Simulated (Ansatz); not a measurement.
# FeO (Wuestite) (Fm-3m) in Ansatz: convergence with wavefunction cutoff

Aim: find how far wavefunction cutoff must go before the results for FeO (Wuestite) settle, at PBE. This setting moves, with any that are tied to it; all else stays.

Program: Ansatz 0.2.0. These are calculated values, not measurements. Logs are shortened: lines on timing, memory, paths and dates and some standing lists are left out, and cuts for length are marked.

## (1) The structure

Symmetry: Fm-3m, No. 225, cubic system. Conventional cell: a = 4.311 Å, b = 4.311 Å, c = 4.311 Å, α = 90.00°, β = 90.00°, γ = 90.00°. Around Fe (site symmetry m-3m) lie 6 O at 2.16 Å. O (site symmetry m-3m) has 6 Fe at 2.16 Å as nearest neighbours.

## (2) With wavefunction cutoff 400 eV

input.yaml

```yaml
crystal:
  lattice:
    - [0.0, 2.1554, 2.1554]
    - [2.1554, 0.0, 2.1554]
    - [2.1554, 2.1554, 0.0]
  atoms:
    - { symbol: Fe, position: [0.0, 0.0, 0.0], spin: 3.0 }
    - { symbol: O, position: [0.5, 0.5, 0.5] }
hamiltonian:
  xc: pbe
  pseudopotentials: { kind: nc, accuracy: standard }
magnetization:
  spin_polarized: true
kpoints:
  mp_grid: { grid: [9, 9, 9] }
scf:
  occupations: { method: gaussian, width: 0.05 }
output:
  forces: true
  stress: true
  eigenvalues: true
basis:
  ecutwfc: "400 eV"
```

Potentials or basis: PseudoDojo standard (PBE files).

Command:

```sh
ansatz run input.yaml --threads 2 --pin off --max-ram 5632MiB --backend cpu --events-out ev --progress --plain --runs-dir out
```

What it wrote:

```text
Warning: basis.ecutwfc = 400 eV is below the records' recommended 1224.512381 eV, and the density's cutoff is lower with it unless basis.ecutrho_ratio is high enough to keep the records' density cutoff: compare with a run at a higher cutoff
Warning: RAYON_NUM_THREADS=2 ignored (pool sized by the plan → 2); use --threads N
Engine: ansatz 0.2.0, aarch64-unknown-linux-gnu
Pseudopotentials: kind: nc
Pseudopotential: Fe, nc, valence charge 16, recommended cutoff 1224.512381 eV (normal), Fe.nc.azcp (PseudoDojo's, or run here from an input of PseudoDojo's; its table is named by hamiltonian.pseudopotentials.accuracy)
Pseudopotential: O, nc, valence charge 6, recommended cutoff 1142.878222 eV (normal), O.nc.azcp (PseudoDojo's, or run here from an input of PseudoDojo's; its table is named by hamiltonian.pseudopotentials.accuracy)
Functional definition: PBE
  parameter kappa = 0.804
  parameter beta = 0.06672455060314922
  exchange = pbe_x(kappa = kappa, mu = beta*pi^2/3)
  correlation = pbe_c(beta = beta)
Crystal: 2 atoms, lattice volume = 20.027 Å³
Basis set: ecut = 400 eV, 339 PW (Γ), exchange–correlation on 40×40×40 points (8 copies of the dense FFT grid, shifted against one another)
Bands: 17, of which v1, the nominal top of the filled ones, is band 11 counted from 1 (10 counted from 0)
Symmetry: 48 space group operations
Space group: Fm-3m (ITA 225), of the structure as read, at distance tolerance 2.7e-5 Å
Magnetic group: BNS 225.116 (UNI 1618), of the structure as read, at distance tolerance 2.7e-5 Å
k-points: 35 of 729
Non-local potential: Fe, projectors of the file, l = 0: 2, l = 1: 2, l = 2: 2
Non-local potential: O, projectors of the file, l = 0: 2, l = 1: 2, l = 2: 1
Initial density: superposition of atomic densities (chi_scale 0.1, normalization cell, long waves kept (reshape's long-wave potential 0.00 eV rms))
Starting moments: Σ|m| = 3 μB on 1 of 2 sites
Initial wavefunctions: pseudopotential atomic-orbital guess
Functional: x = pbe(κ = 0.804, μ = 0.2195149727645171), c = pbe(β = 0.06672455060314922)
SCF iter   1: F=—  HF=-3771.293498 eV  |F-HF|=—  |Δ(HF+E_count)|=         —  Δρ=5.27e-1 (↑5.27e-1 ↓1.98e-1)  dr2=4.19e1  dr2_m=5.60e0  M=2.621 μB ∫|m|=2.621 μB  β_m=0.30  ethr=3.10e-3  ⟨swp⟩=5.8  Hψ=6371  notcnv=0
preconditioner: auto → none  [metal: Δε(μ)=0.029 eV  Ē_g=13.437 eV  σ=0.050 eV  W_gap=0.31  n_scr=8 (ndim 8)  ℏωp=31.0 eV  f_vac=0.000  D(μ)=3.09/eV (n_scr^D=58)  sad-step TF]
SCF iter   2: F=—  HF=-3760.745246 eV  |F-HF|=—  |Δ(HF+E_count)|=    1.05e1  Δρ=3.48e-1 (↑3.48e-1 ↓1.35e-1)  dr2=1.42e1  dr2_m=2.54e0  M=2.747 μB ∫|m|=2.749 μB  β_m=0.30  ethr=3.10e-3  ⟨swp⟩=3.0  Hψ=3123  notcnv=0  defer=87
spin-set hold released at iteration 2 (site moments show no strong build): the magnetisation degrees of freedom join the quasi-Newton model from the next iteration; the mixer history was kept
SCF iter   3: F=—  HF=-3754.762652 eV  |F-HF|=—  |Δ(HF+E_count)|=    5.98e0  Δρ=1.40e-1 (↑1.40e-1 ↓3.62e-2)  dr2=9.35e-1  dr2_m=1.09e0  M=3.129 μB ∫|m|=3.129 μB  β_m=0.30  ethr=3.10e-3  ⟨swp⟩=3.0  Hψ=2916  notcnv=0  defer=90
SCF iter   4: F=—  HF=-3754.649442 eV  |F-HF|=—  |Δ(HF+E_count)|=   1.13e-1  Δρ=7.12e-2 (↑7.12e-2 ↓2.92e-2)  dr2=1.18e-1  dr2_m=3.89e-1  M=3.157 μB ∫|m|=3.158 μB  β_m=0.53  ethr=3.10e-3  ⟨swp⟩=2.4  Hψ=2410  notcnv=0  defer=87
SCF iter   5: F=—  HF=-3754.764039 eV  |F-HF|=—  |Δ(HF+E_count)|=   1.15e-1  Δρ=1.94e-2 (↑1.94e-2 ↓1.65e-2)  dr2=9.27e-3  dr2_m=5.30e-2  M=3.338 μB ∫|m|=3.340 μB  β_m=0.67  ethr=5.35e-4  ⟨swp⟩=2.1  Hψ=2114  notcnv=0  defer=83
SCF iter   6: F=—  HF=-3754.784570 eV  |F-HF|=—  |Δ(HF+E_count)|=   2.05e-2  Δρ=1.08e-2 (↑1.08e-2 ↓8.11e-3)  dr2=1.82e-3  dr2_m=1.50e-2  M=3.404 μB ∫|m|=3.408 μB  β_m=0.84  ethr=4.21e-5  ⟨swp⟩=2.1  Hψ=2017  notcnv=0  defer=83
SCF iter   7: F=—  HF=-3754.793068 eV  |F-HF|=—  |Δ(HF+E_count)|=   8.50e-3  Δρ=6.23e-3 (↑6.23e-3 ↓5.47e-3)  dr2=8.63e-4  dr2_m=5.53e-3  M=3.527 μB ∫|m|=3.531 μB  β_m=0.92  ethr=8.25e-6  ⟨swp⟩=2.2  Hψ=2033  notcnv=0  defer=82
SCF iter   8: F=—  HF=-3754.800221 eV  |F-HF|=—  |Δ(HF+E_count)|=   7.15e-3  Δρ=1.19e-3 (↑1.07e-3 ↓1.19e-3)  dr2=1.58e-4  dr2_m=1.20e-4  M=3.740 μB ∫|m|=3.744 μB  β_m=0.96  ethr=3.92e-6  ⟨swp⟩=2.2  Hψ=2243  notcnv=0  defer=82
SCF iter   9: F=—  HF=-3754.800154 eV  |F-HF|=—  |Δ(HF+E_count)|=   6.69e-5  Δρ=1.32e-3 (↑1.29e-3 ↓1.32e-3)  dr2=8.16e-5  dr2_m=2.61e-4  M=3.758 μB ∫|m|=3.762 μB  β_m=0.89  ethr=7.20e-7  ⟨swp⟩=2.2  Hψ=1927  notcnv=0  defer=77
SCF iter  10: F=—  HF=-3754.800259 eV  |F-HF|=—  |Δ(HF+E_count)|=   1.05e-4  Δρ=1.63e-4 (↑1.60e-4 ↓1.63e-4)  dr2=1.15e-6  dr2_m=3.86e-6  M=3.749 μB ∫|m|=3.753 μB  β_m=0.77  ethr=3.71e-7  ⟨swp⟩=2.1  Hψ=1601  notcnv=0  defer=77
SCF iter  11: F=—  HF=-3754.802914 eV  |F-HF|=—  |Δ(HF+E_count)|=   2.66e-3  Δρ=3.96e-5 (↑3.96e-5 ↓3.25e-5)  dr2=3.17e-7  dr2_m=2.97e-8  M=3.747 μB ∫|m|=3.750 μB  β_m=0.89  ethr=5.22e-9  ⟨swp⟩=2.1  Hψ=1917  notcnv=0  defer=77
SCF iter  12: F=—  HF=-3754.802914 eV  |F-HF|=—  |Δ(HF+E_count)|=   5.95e-8  Δρ=1.79e-5 (↑1.79e-5 ↓1.60e-5)  dr2=2.78e-8  dr2_m=2.69e-8  M=3.747 μB ∫|m|=3.750 μB  β_m=0.94  ethr=4.55e-10  ⟨swp⟩=7.7  Hψ=5497  notcnv=0
SCF iter  13: F=—  HF=-3754.802914 eV  |F-HF|=—  |Δ(HF+E_count)|=   1.14e-8  Δρ=1.88e-5 (↑1.75e-5 ↓1.88e-5)  dr2=2.67e-8  dr2_m=4.31e-8  M=3.747 μB ∫|m|=3.750 μB  β_m=0.83  ethr=1.27e-10  ⟨swp⟩=3.1  Hψ=3055  notcnv=0
SCF iter  14: F=-3754.802914 eV  HF=-3754.802914 eV  |F-HF|=3.81e-9  |Δ(HF+E_count)|=   2.00e-8  Δρ=1.20e-5 (↑1.20e-5 ↓1.07e-5)  dr2=1.11e-8  dr2_m=1.59e-8  M=3.747 μB ∫|m|=3.750 μB  ethr=1.21e-10  ⟨swp⟩=3.0  Hψ=2717  notcnv=0
SCF 1 converged in 14 iterations: F = -3754.802914 eV  dr2 = 1.11e-8
SCF converged after 14 iterations
Magnetization: 3.7469 μB (12.8734 up, 9.1266 down)
Absolute magnetization: 3.7502 μB (∫|ρ↑−ρ↓|)
Spin contamination: 0.0220 ħ² per cell (⟨S²⟩ above its minimum at these occupations)
Per-site moments (μB) at R_I (Å): [(3.069285818517951, 0.8891025000000001), (0.2612354541093063, 0.8891025000000001)]
Free energy (F): -3754.802914 eV
Harris-Foulkes:  -3754.802914 eV  (|F-HF|=3.81e-9)
Internal energy: -3754.799494 eV  (E = F + TS)
E sigma→0 (E₀):  -3754.801204 eV
Entropy (-TS):   -0.003420 eV (-1.710 meV/atom)
Fermi energy:    16.205968 eV
--- Per-component energies (eV) ---
  E_band       = -347.915230
  E_kinetic    = 1583.260795
  E_local      = -2905.887873  (includes V_loc(G=0)·N_el)
  E_nonlocal   = -113.858711
  E_hartree    = 831.598223
  E_xc         = -564.455315
  E_vxc        = -574.626731  (∫ρ·V_xc dr)
  E_ewald      = -2585.456612
  E_smearing   = -0.003420  (= −TS)
  E_closure    = 0.000000  (closes the sum)
  Σ components = -3754.802914   (vs F -3754.802914, Δ=0.00e0)
--- Forces (eV/Å), atoms counted from 1 ---
  atom   1  Fe    -0.00000000     0.00000000    -0.00000000
  atom   2  O      0.00000000    -0.00000000    -0.00000000
  max |Σ_I F_I| component: 3.23e-29 eV/Å
--- Stress (GPa, compression-positive) ---
      -40.237730       0.000000      -0.000000
        0.000000     -40.237730       0.000000
        0.000000       0.000000     -40.237730
  P = ⅓ Tr σ = -40.2377 GPa (-402.377 kbar)
--- Band table (eV; the first three rows and the last of 70) ---
  k-point 0 ↑: bands = ["-91.6689", "-49.8599", "-49.8599", "-49.8599", "-6.8871", "11.8405", "11.8405", "11.8405", "12.8673", "12.8673", "12.8673", "13.7171", "13.7664", "13.7664", "30.7039", "35.3931", "35.3931"]
  k-point 1 ↑: bands = ["-91.6829", "-50.2898", "-50.0192", "-50.0192", "-6.7859", "10.2520", "11.1416", "11.1416", "12.7243", "12.7243", "13.0139", "14.2568", "14.2568", "15.1598", "29.9231", "32.9401", "33.3303"]
  k-point 2 ↑: bands = ["-91.7015", "-50.9007", "-50.3831", "-50.3831", "-6.4974", "8.3830", "10.0643", "10.0643", "12.7591", "12.7591", "13.1707", "14.7125", "14.7125", "16.9325", "27.2343", "30.6062", "30.6062"]
  k-point 34 ↓: bands = ["-89.2978", "-48.0579", "-47.6958", "-47.6546", "-5.3119", "8.5283", "9.2097", "9.6442", "16.0026", "16.1725", "16.7207", "17.7112", "18.2311", "22.7904", "25.2454", "26.3537", "28.1019"]
```

Wall time 1.2 s (2 threads of Arm Neoverse V1, shared host); peak memory 0.23 GiB.

What came out:

```
Free energy            : -3754.8029 eV
Pressure               : -40.2 GPa
Band gap on the k mesh : none (metal or under the smearing width)
Net moment             : 3.75 μB per cell
Absolute moment        : 3.75 μB per cell
Site moments           : Fe +3.07; O +0.26 μB
```

## (3) With wavefunction cutoff 500 eV

Changes to input.yaml since step 2:

```diff
@@ -22,2 +22,2 @@
 basis:
-  ecutwfc: "400 eV"
+  ecutwfc: "500 eV"
```

Potentials or basis: PseudoDojo standard (PBE files).

Command:

```sh
ansatz run input.yaml --threads 2 --pin off --max-ram 5632MiB --backend cpu --events-out ev --progress --plain --runs-dir out
```

It took 1.1 s on 2 threads of Arm Neoverse V1, shared host; peak memory 0.24 GiB.

What came out:

```
Free energy            : -3809.6924 eV
Pressure               : -13.8 GPa
Band gap on the k mesh : none (metal or under the smearing width)
Net moment             : 4.02 μB per cell
Absolute moment        : 4.03 μB per cell
Site moments           : Fe +3.34; O +0.33 μB
```

## (4) With wavefunction cutoff 600 eV

Changes to input.yaml since step 3:

```diff
@@ -22,2 +22,2 @@
 basis:
-  ecutwfc: "500 eV"
+  ecutwfc: "600 eV"
```

Command:

```sh
ansatz run input.yaml --threads 2 --pin off --max-ram 5632MiB --backend cpu --events-out ev --progress --plain --runs-dir out
```

Wall time 1.4 s (2 threads of Arm Neoverse V1, shared host); peak memory 0.26 GiB.

Results:

| Property | Result |
| --- | --- |
| Free energy | -3838.0834 eV |
| Pressure | 0.4 GPa |
| Band gap on the k mesh | none (metal or under the smearing width) |
| Net moment | 4.00 μB per cell |
| Absolute moment | 4.01 μB per cell |
| Site moments | Fe +3.39; O +0.33 μB |

## (5) With wavefunction cutoff 700 eV

Changes to input.yaml since step 4:

```diff
@@ -22,2 +22,2 @@
 basis:
-  ecutwfc: "600 eV"
+  ecutwfc: "700 eV"
```

Command:

```sh
ansatz run input.yaml --threads 2 --pin off --max-ram 5632MiB --backend cpu --events-out ev --progress --plain --runs-dir out
```

Wall time 1.7 s (2 threads of Arm Neoverse V1, shared host); peak memory 0.27 GiB.

Results:

```yaml
Free_energy: -3851.8882 eV
Pressure: -2.9 GPa
Band_gap_on_the_k_mesh: none (metal or under the smearing width)
Net_moment: 4.00 μB per cell
Absolute_moment: 4.02 μB per cell
Site_moments: Fe +3.44; O +0.32 μB
```

## (6) With wavefunction cutoff 850 eV

Changes to input.yaml since step 5:

```diff
@@ -22,2 +22,2 @@
 basis:
-  ecutwfc: "700 eV"
+  ecutwfc: "850 eV"
```

Potentials or basis: PseudoDojo standard (PBE files).

Command:

```sh
ansatz run input.yaml --threads 2 --pin off --max-ram 5632MiB --backend cpu --events-out ev --progress --plain --runs-dir out
```

Wall time 1.9 s (2 threads of Arm Neoverse V1, shared host); peak memory 0.29 GiB.

Results (log left out):

```yaml
Free_energy: -3858.8983 eV
Pressure: -0.8 GPa
Band_gap_on_the_k_mesh: none (metal or under the smearing width)
Net_moment: 4.00 μB per cell
Absolute_moment: 4.02 μB per cell
Site_moments: Fe +3.47; O +0.32 μB
```

## (7) With wavefunction cutoff 1000 eV

Changes to input.yaml since step 6:

```diff
@@ -22,2 +22,2 @@
 basis:
-  ecutwfc: "850 eV"
+  ecutwfc: "1000 eV"
```

Command:

```sh
ansatz run input.yaml --threads 2 --pin off --max-ram 5632MiB --backend cpu --events-out ev --progress --plain --runs-dir out
```

Run time: 2.9 s. Hardware: 2 threads of Arm Neoverse V1, shared host; peak memory 0.31 GiB.

It converged, with:

```yaml
Free_energy: -3860.2014 eV
Pressure: -1.2 GPa
Band_gap_on_the_k_mesh: none (metal or under the smearing width)
Net_moment: 4.00 μB per cell
Absolute_moment: 4.02 μB per cell
Site_moments: Fe +3.47; O +0.32 μB
```

## (8) With wavefunction cutoff 1200 eV

Changes to input.yaml since step 7:

```diff
@@ -22,2 +22,2 @@
 basis:
-  ecutwfc: "1000 eV"
+  ecutwfc: "1200 eV"
```

Command:

```sh
ansatz run input.yaml --threads 2 --pin off --max-ram 5632MiB --backend cpu --events-out ev --progress --plain --runs-dir out
```

Wall time 3.5 s (2 threads of Arm Neoverse V1, shared host); peak memory 0.34 GiB.

Results (log left out):

```yaml
Free_energy: -3860.3339 eV
Pressure: -1.0 GPa
Band_gap_on_the_k_mesh: none (metal or under the smearing width)
Net_moment: 4.00 μB per cell
Absolute_moment: 4.02 μB per cell
Site_moments: Fe +3.47; O +0.32 μB
```

## (9) With wavefunction cutoff 1400 eV

Changes to input.yaml since step 8:

```diff
@@ -22,2 +22,2 @@
 basis:
-  ecutwfc: "1200 eV"
+  ecutwfc: "1400 eV"
```

Potentials or basis: PseudoDojo standard (PBE files).

Command:

```sh
ansatz run input.yaml --threads 2 --pin off --max-ram 5632MiB --backend cpu --events-out ev --progress --plain --runs-dir out
```

It took 4.1 s on 2 threads of Arm Neoverse V1, shared host; peak memory 0.38 GiB.

Results (log left out):

```
Free energy            : -3860.3352 eV
Pressure               : -1.0 GPa
Band gap on the k mesh : none (metal or under the smearing width)
Net moment             : 4.00 μB per cell
Absolute moment        : 4.02 μB per cell
Site moments           : Fe +3.47; O +0.32 μB
```

## (10) With wavefunction cutoff 1700 eV

Changes to input.yaml since step 9:

```diff
@@ -22,2 +22,2 @@
 basis:
-  ecutwfc: "1400 eV"
+  ecutwfc: "1700 eV"
```

Command:

```sh
ansatz run input.yaml --threads 2 --pin off --max-ram 5632MiB --backend cpu --events-out ev --progress --plain --runs-dir out
```

Wall time 4.8 s (2 threads of Arm Neoverse V1, shared host); peak memory 0.45 GiB.

The run converged. Its results:

```yaml
Free_energy: -3860.3358 eV
Pressure: -1.0 GPa
Band_gap_on_the_k_mesh: none (metal or under the smearing width)
Net_moment: 4.00 μB per cell
Absolute_moment: 4.02 μB per cell
Site_moments: Fe +3.47; O +0.32 μB
```

## (11) Summary

```
wavefunction cutoff  energy less the tightest run, at zero smearing (meV/atom)  pressure (GPa)  absolute moment (μB)  SCF cycles  CPU time (s)  peak memory (GiB)
             400 eV                                                   52766.72          -40.24                  3.75          14           2.2               0.23
             500 eV                                                   25321.47          -13.80                  4.03          10           1.9               0.24
             600 eV                                                   11126.04            0.41                  4.01          11           2.5               0.26
             700 eV                                                    4223.73           -2.86                  4.02          10           3.1               0.27
             850 eV                                                     718.72           -0.83                  4.02          10           3.6               0.29
            1000 eV                                                      67.20           -1.16                  4.02          10           5.3               0.31
            1200 eV                                                       0.97           -1.00                  4.02          10           6.5               0.34
            1400 eV                                                       0.32           -0.99                  4.02          10           7.7               0.38
            1700 eV                                                       0.00           -0.99                  4.02          10           9.1               0.45
```

Against the tightest run, the energy stays within 1 meV/atom from 1200 eV on; the pressure stays within 0.1 GPa from 1200 eV on; the absolute moment stays within 0.02 μB from 500 eV on. The tightest run that finished is the yardstick and may itself not be fully converged.

Caveats: a cell with one magnetic atom can't hold antiferromagnetic order, which such compounds often take; semilocal functionals often make such compounds metallic where correlation or magnetic order opens a gap, which also shifts bond lengths.
